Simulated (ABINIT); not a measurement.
**BeS (F-43m): G0W0 in ABINIT against the wavefunction cutoff in GW**

How does the gap of BeS (F-43m) converge in the wavefunction cutoff in GW?

Program: ABINIT 10.8.3. Level of theory: PBE and many-body steps on it, plane waves. Results are calculated unless marked as measured.

Report form: the programs' logs are mostly left out.

The database entry behind the starting cell differs from later determinations by our own check (0.1 to 0.3 % short, probably kX units), so it need not match the best structure at ambient conditions.

## (1) Starting point

The structure is cubic, space group F-43m (No. 216). The conventional cell has a = 4.850 Å, b = 4.850 Å, c = 4.850 Å, α = 90.00°, β = 90.00°, γ = 90.00°. Nearest to Be lie 4 S at 2.10 Å. Nearest to S lie 4 Be at 2.10 Å. Farther neighbours and most contacts between anions are not listed.

Structure file:

```cif
data_structure
_symmetry_space_group_name_H-M 'F-43m'
_symmetry_Int_Tables_number 216
_cell_length_a 4.8500
_cell_length_b 4.8500
_cell_length_c 4.8500
_cell_angle_alpha 90.000
_cell_angle_beta 90.000
_cell_angle_gamma 90.000
_cell_volume 114.08
loop_
_atom_site_label
_atom_site_type_symbol
_atom_site_symmetry_multiplicity
_atom_site_Wyckoff_symbol
_atom_site_fract_x
_atom_site_fract_y
_atom_site_fract_z
_atom_site_occupancy
Be1 Be 4 a 0.00000 0.00000 0.00000 1
S1 S 4 d 0.25000 0.25000 0.75000 1
```

The cell and positions come from the Crystallography Open Database and are kept as given unless a step says otherwise.

## (2) Screening, 4×4×4 mesh, 26 bands, screening to 130.6 eV

This step: ABINIT 10.8.3; RPA screening on PBE, plane waves, norm-conserving pseudopotentials.

The RPA dielectric matrix is built and inverted for each q.

run.abi reads:

```
acell 3*1.0 Angstrom
rprim 
  0.000000000000 2.425000000000 2.425000000000
  2.425000000000 -0.000000000000 2.425000000000
  2.425000000000 2.425000000000 -0.000000000000
ntypat 2
znucl 4 16
natom 2
typat 1 2
xred 
  0.000000000000 0.000000000000 0.000000000000
  0.250000000000 0.250000000000 0.250000000000
pp_dirpath "pseudos"
pseudos "Be.upf, S.upf"
ecut 38
ngkpt 4 4 4
nshiftk 1
shiftk 0 0 0
kptopt 1
chksymbreak 0
istwfk *1
occopt 1
irdwfk 1
optdriver 3
nband 26
ecuteps 4.8
inclvkb 2
awtr 1
symchi 1
ecutwfn 11.4
indata_prefix "in"
outdata_prefix "out"
tmpdata_prefix "tmp"
```

Launch:

```console
OMP_NUM_THREADS=1 mpirun -n 4 abinit run.abi > log
```

Elapsed: 2.7 s, on 4 MPI ranks of Arm Neoverse V1, shared host; peak memory 0.07 GiB.

This step gave:

| Property | Result |
| --- | --- |
| ε∞ with local fields, on this mesh, along the program's q direction | 5.751 |
| the same without local fields | 6.671 |
| plasma frequency | 21.89 eV |
| plane waves in the screening matrix | 113 |

Local fields lower ε∞ by 14 %. On a Γ-centred mesh this coarse the value itself is usually too large, while a short band sum pulls it down.

## (3) 11.4 Ha

This step: G0W0 on PBE, plane waves, norm-conserving pseudopotentials.

Changes to run.abi since step 2:

```diff
@@ -23,8 +23,17 @@
 irdwfk 1
-optdriver 3
+optdriver 4
 nband 26
+gwcalctyp 0
+ecutsigx 11.4
+symsigma 1
+nkptgw 2
+kptgw 
+  0.0000000000 0.0000000000 0.0000000000
+  0.5000000000 0.5000000000 0.0000000000
+bdgw 
+  3 8
+  4 7
 ecuteps 4.8
-inclvkb 2
-awtr 1
-symchi 1
+irdscr 1
+ppmodel 1
 ecutwfn 11.4
```

Run time: 2.1 s. Hardware: 4 MPI ranks; peak memory 0.07 GiB.

This step gave:

* G0W0 gap on the points computed: 4.425 eV
* starting gap on the mesh: 3.113 eV
* k of the valence top: 0, 0, 0
* k of the conduction bottom: 0.5, 0.5, 0
* Z at the valence top: 0.798
* Z at the conduction bottom: 0.828
* least direct G0W0 gap on the computed points: 7.269 eV

## (4) Screening, 4×4×4 mesh, 26 bands, screening to 130.6 eV

This step: RPA screening on PBE, plane waves, norm-conserving pseudopotentials.

Changes to run.abi since step 3:

```diff
@@ -23,18 +23,9 @@
 irdwfk 1
-optdriver 4
+optdriver 3
 nband 26
-gwcalctyp 0
-ecutsigx 11.4
-symsigma 1
-nkptgw 2
-kptgw 
-  0.0000000000 0.0000000000 0.0000000000
-  0.5000000000 0.5000000000 0.0000000000
-bdgw 
-  3 8
-  4 7
 ecuteps 4.8
-irdscr 1
-ppmodel 1
-ecutwfn 11.4
+inclvkb 2
+awtr 1
+symchi 1
+ecutwfn 19
 indata_prefix "in"
```

Wall time 2.3 s (4 MPI ranks); peak memory 0.08 GiB; 9 s of CPU time.

This step gave:

| Property | Result |
| --- | --- |
| ε∞ with local fields, on this mesh, along the program's q direction | 5.730 |
| the same without local fields | 6.638 |
| plasma frequency | 21.98 eV |
| plane waves in the screening matrix | 113 |

## (5) 19 Ha

The self-energy is evaluated for the states that the input lists, and the levels follow from it, in one-shot runs by the linearised quasiparticle equation.

This step: G0W0 on PBE, plane waves, norm-conserving pseudopotentials.

Changes to run.abi since step 4:

```diff
@@ -23,8 +23,17 @@
 irdwfk 1
-optdriver 3
+optdriver 4
 nband 26
+gwcalctyp 0
+ecutsigx 19
+symsigma 1
+nkptgw 2
+kptgw 
+  0.0000000000 0.0000000000 0.0000000000
+  0.5000000000 0.5000000000 0.0000000000
+bdgw 
+  3 8
+  4 7
 ecuteps 4.8
-inclvkb 2
-awtr 1
-symchi 1
+irdscr 1
+ppmodel 1
 ecutwfn 19
```

The job ended after 2.2 s (4 MPI ranks; peak memory 0.08 GiB).

Numbers from this step:

```yaml
g0w0_gap_on_the_points_computed: 4.404 eV
starting_gap_on_the_mesh: 3.113 eV
k_of_the_valence_top: 0, 0, 0
k_of_the_conduction_bottom: 0.5, 0.5, 0
z_at_the_valence_top: 0.798
z_at_the_conduction_bottom: 0.828
least_direct_g0w0_gap_on_the_computed_points: 7.255 eV
```

The gap on the mesh goes from 3.11 eV to 4.40 eV, a correction of +1.29 eV.

## (6) Screening, 4×4×4 mesh, 26 bands, screening to 130.6 eV

This step: RPA screening on PBE, plane waves, norm-conserving pseudopotentials.

Changes to run.abi since step 5:

```diff
@@ -23,18 +23,9 @@
 irdwfk 1
-optdriver 4
+optdriver 3
 nband 26
-gwcalctyp 0
-ecutsigx 19
-symsigma 1
-nkptgw 2
-kptgw 
-  0.0000000000 0.0000000000 0.0000000000
-  0.5000000000 0.5000000000 0.0000000000
-bdgw 
-  3 8
-  4 7
 ecuteps 4.8
-irdscr 1
-ppmodel 1
-ecutwfn 19
+inclvkb 2
+awtr 1
+symchi 1
+ecutwfn 28.5
 indata_prefix "in"
```

The job ended after 3.2 s (4 MPI ranks; peak memory 0.33 GiB; 13 s of CPU time).

Numbers from this step:

| Quantity | Value |
| --- | --- |
| ε∞ with local fields, on this mesh, along the program's q direction | 5.732 |
| the same without local fields | 6.640 |
| plasma frequency | 21.99 eV |
| plane waves in the screening matrix | 113 |

## (7) 28.5 Ha

This step: G0W0 on PBE, plane waves, norm-conserving pseudopotentials.

Changes to run.abi since step 6:

```diff
@@ -23,8 +23,17 @@
 irdwfk 1
-optdriver 3
+optdriver 4
 nband 26
+gwcalctyp 0
+ecutsigx 28.5
+symsigma 1
+nkptgw 2
+kptgw 
+  0.0000000000 0.0000000000 0.0000000000
+  0.5000000000 0.5000000000 0.0000000000
+bdgw 
+  3 8
+  4 7
 ecuteps 4.8
-inclvkb 2
-awtr 1
-symchi 1
+irdscr 1
+ppmodel 1
 ecutwfn 28.5
```

Elapsed: 2.3 s, on 4 MPI ranks; peak memory 0.1 GiB.

This step gave:

| Quantity | Value |
| --- | --- |
| G0W0 gap on the points computed | 4.397 eV |
| starting gap on the mesh | 3.113 eV |
| k of the valence top | 0, 0, 0 |
| k of the conduction bottom | 0.5, 0.5, 0 |
| least direct G0W0 gap on the computed points | 7.251 eV |

Against the run before, the gap moves by −0.007 eV.

## (8) Screening, 4×4×4 mesh, 26 bands, screening to 130.6 eV

This step: RPA screening on PBE, plane waves, norm-conserving pseudopotentials.

Changes to run.abi since step 7:

```diff
@@ -23,18 +23,8 @@
 irdwfk 1
-optdriver 4
+optdriver 3
 nband 26
-gwcalctyp 0
-ecutsigx 28.5
-symsigma 1
-nkptgw 2
-kptgw 
-  0.0000000000 0.0000000000 0.0000000000
-  0.5000000000 0.5000000000 0.0000000000
-bdgw 
-  3 8
-  4 7
 ecuteps 4.8
-irdscr 1
-ppmodel 1
-ecutwfn 28.5
+inclvkb 2
+awtr 1
+symchi 1
 indata_prefix "in"
```

Elapsed: 3.2 s, on 4 MPI ranks; peak memory 0.36 GiB; 12 s of CPU time.

Numbers from this step:

- ε∞ with local fields, on this mesh, along the program's q direction: 5.733
- the same without local fields: 6.641
- plasma frequency: 21.99 eV
- plane waves in the screening matrix: 113

## (9) 38 Ha

This step: G0W0 on PBE, plane waves, norm-conserving pseudopotentials.

Changes to run.abi since step 8:

```diff
@@ -23,8 +23,17 @@
 irdwfk 1
-optdriver 3
+optdriver 4
 nband 26
+gwcalctyp 0
+ecutsigx 38
+symsigma 1
+nkptgw 2
+kptgw 
+  0.0000000000 0.0000000000 0.0000000000
+  0.5000000000 0.5000000000 0.0000000000
+bdgw 
+  3 8
+  4 7
 ecuteps 4.8
-inclvkb 2
-awtr 1
-symchi 1
+irdscr 1
+ppmodel 1
 indata_prefix "in"
```

Wall time 2.5 s (4 MPI ranks); peak memory 0.11 GiB.

Numbers from this step:

* G0W0 gap on the points computed: 4.396 eV
* starting gap on the mesh: 3.113 eV
* k of the valence top: 0, 0, 0
* k of the conduction bottom: 0.5, 0.5, 0
* least direct G0W0 gap on the computed points: 7.251 eV

Against the run before, the gap moves by −0.001 eV.

## (10) Side by side

Times are wall times on 4 MPI ranks of Arm Neoverse V1, shared host, good to a factor of about two. A run's time includes the screening step that it read.

```csv
run,mesh,bands,screening cutoff (eV),DFT gap (eV),gap on the mesh (eV),direct (eV),ε∞ used,time
11.4 Ha,4×4×4,26,130.6,3.113,4.425,7.269,5.75,4.8 s
19 Ha,4×4×4,26,130.6,3.113,4.404,7.255,5.73,4.5 s
28.5 Ha,4×4×4,26,130.6,3.113,4.397,7.251,5.73,5.6 s
38 Ha,4×4×4,26,130.6,3.113,4.396,7.251,5.73,5.7 s
```

## (11) Outcome

- 11.4 Ha: 4.425 eV
- 19 Ha: 4.404 eV
- 28.5 Ha: 4.397 eV
- 38 Ha: 4.396 eV
- known limits: not at the basis limit; coarse k mesh

In words: The setting moved: wavefunction cutoff in GW. From 11.4 Ha to 38 Ha the gap moves by −0.03 eV. It holds to 0.03 eV from 11.4 Ha on. Bands and screening cutoff are coupled, so a series along one setting does not show full convergence. The exchange cutoff follows the wavefunction cutoff here. Bands and cutoff are finite, so the gap is not at the basis limit. The miss can reach some tenths of an eV and take either sign; the mesh is an error of its own. In the G0W0 runs levels were corrected at 2 k points alone, so a gap called «on the mesh» is the least over those, and an edge elsewhere would be missed. The 4×4×4 mesh is coarse for this cell, which bears on the long-range parts of exchange and screening.

[Paths, hosts, dates, memory and timing lines, banners, echoed tables and standing remarks are left out of the program output.]

[Logs are printed without paths, hosts, clocks, repeated set-up lines and the standing remarks that a program may print on its own settings, such as how far it seeks lower states.]

[Runs of the session that timed out or met a known fault of the program may be left out.]

[Hosts, paths, dates, database ids (printed as entryN), source tags and the programs' standing remarks are cut or masked in the printed files.]

[G0W0 gaps are taken among the corrected bands and points alone; a level outside them can change the order at an edge.]

[Where Ansatz stands beside ABINIT at settings called matched, ABINIT's density can come from a denser mesh and the files from another edition; pairs whose starting gaps differed by over 0.03 eV were left out, so agreement reads better than it is.]
